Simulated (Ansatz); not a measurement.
# MgO: how the settings move a single-point run

How sensitive is a single-point run of MgO to its settings? A reference run comes first, then two runs with altered input. The cell is built on a prototype (h-MgO type) and needn't be the phase found in nature.

Method: reference: DFT, PBE, plane waves, PAW, in Ansatz 0.2.0.

1 further run of the same task is left out (it didn't finish).

## 1. The structure to begin with

The structure is hexagonal, space group P6_3/mmc (No. 194). The conventional cell has a = 3.484 Å, b = 3.484 Å, c = 4.185 Å, α = 90.00°, β = 90.00°, γ = 120.00°. Mg (site symmetry -6m2) has 5 O at 2.01 to 2.09 Å as nearest neighbours. O (site symmetry -6m2) is surrounded by 5 Mg at 2.01 to 2.09 Å.

Coordinates:

```cif
data_structure
_symmetry_space_group_name_H-M 'P 1'
_symmetry_Int_Tables_number 1
_cell_length_a 3.4840
_cell_length_b 3.4840
_cell_length_c 4.1853
_cell_angle_alpha 90.000
_cell_angle_beta 90.000
_cell_angle_gamma 120.000
_cell_volume 44.00
loop_
_atom_site_label
_atom_site_type_symbol
_atom_site_fract_x
_atom_site_fract_y
_atom_site_fract_z
_atom_site_occupancy
Mg1 Mg 0.33333 0.66667 0.25000 1
Mg2 Mg 0.66667 0.33333 0.75000 1
O1 O 0.66667 0.33333 0.25000 1
O2 O 0.33333 0.66667 0.75000 1
```

## 2. The reference run

The input, input.yaml:

```yaml
crystal:
  lattice:
    - [3.484019785, 0.0, 0.0]
    - [-1.7420098925, 3.0172496411, 0.0]
    - [0.0, 0.0, 4.185320444]
  atoms:
    - { symbol: Mg, position: [0.3333333333, 0.6666666667, 0.25] }
    - { symbol: Mg, position: [0.6666666667, 0.3333333333, 0.75] }
    - { symbol: O, position: [0.6666666667, 0.3333333333, 0.25] }
    - { symbol: O, position: [0.3333333333, 0.6666666667, 0.75] }
kpoints:
  mp_grid: { grid: [6, 6, 4] }
hamiltonian:
  xc: pbe
scf:
  occupations: { method: fixed }
  n_extra_bands: 5
output:
  forces: true
  stress: true
  eigenvalues: true
```

Launch:

```sh
ansatz run input.yaml --threads 4 --pin off --max-ram 3686MiB --backend cpu --events-out ev --progress --plain --runs-dir out
```

## 3. Variant: exchange pbe, correlation pbe, coeff 0.4, omega 0.2078

input.yaml, as its differences from that of step 2:

```diff
@@ -13,3 +13,6 @@
 hamiltonian:
-  xc: pbe
+  xc:
+    exchange: pbe
+    correlation: pbe
+    exx: { coeff: 0.4, omega: 0.2078 }
 scf:
```

## 4. Changed: exchange pbe, correlation pbe, coeff 0.75, omega 0.3

input.yaml, as its differences from that of step 2:

```diff
@@ -13,3 +13,3 @@
 hamiltonian:
-  xc: pbe
+  xc: { exchange: pbe, correlation: pbe, exx: { coeff: 0.75, omega: 0.3 } }
 scf:
```

Q: Predict the outcome of this session. Wanted: for each run, ending; energy change; pressure; gap; force.

**Answer**, as computed:

| run | ending | energy change | pressure (GPa) | gap (eV) | force (eV/Å) | cycles | time |
| --- | --- | --- | --- | --- | --- | --- | --- |
| reference | converged | - | 4.5 | 3.45 | 0.00 | 6 | 0.83 s |
| 1: exchange pbe, correlation pbe, coeff 0.4, omega 0.2078 | converged | not comparable | -2.6 | 6.05 | 0.00 | 15 | 16 s |
| 2: exchange pbe, correlation pbe, coeff 0.75, omega 0.3 | converged | not comparable | -8.0 | 7.72 | 0.00 | 16 | 17 s |

Residual by cycle in the longest SCF loop of each run; runs are numbered as in the table. The quantity is the density residual dr2, in eV.

```csv
cycle,reference,run 1,run 2
1,2.7e-4,0.038,0.106
2,7.4e-5,0.00861,0.0373
3,1.6e-5,0.0038,0.0124
4,7.7e-7,1.1e-4,9.5e-4
5,4.4e-7,9.5e-5,4.2e-4
6,1.3e-8,7.3e-6,2.2e-5
```

What this shows: The totals of these runs aren't set against each other here.
